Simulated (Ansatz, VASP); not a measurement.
**One calculation of Ta, two programs**

```xyz
1
Lattice="2.8119 0.0000 0.0000 0.0000 2.8119 0.0000 0.0000 0.0000 2.8119" Properties=species:S:1:pos:R:3 pbc="T T T"
Ta    0.0000    0.0000    0.0000
```

Alike in both runs: task single point; functional PBEsol; k mesh 13 × 13 × 13; occupations fermi-dirac, width 0.1 eV; no spin polarisation.

|  | VASP | Ansatz |
| --- | --- | --- |
| version | VASP 6.6.1 | Ansatz 0.2.0 |
| potentials or method | VASP PAW PBE potentials, release 64 (Ta_pv) | plane waves (420 eV) with PAW, scalar-relativistic |
| plane-wave cutoff (eV) | 520 | 420 |
| valence electrons in the cell | 11 | 13 |

```tsv
	VASP	Ansatz	Ansatz less VASP
pressure (GPa)	-14.1	-14.1	-0.04
```

The two sets of potentials don't hold the same shells in valence. Ansatz warned: «pseudo_functional_mismatch».

Caveats: the PAW data sets were made with another functional, which shifts forces and pressure a little (VASP). The runs have no spin-orbit coupling, so splittings on Ta are missing.
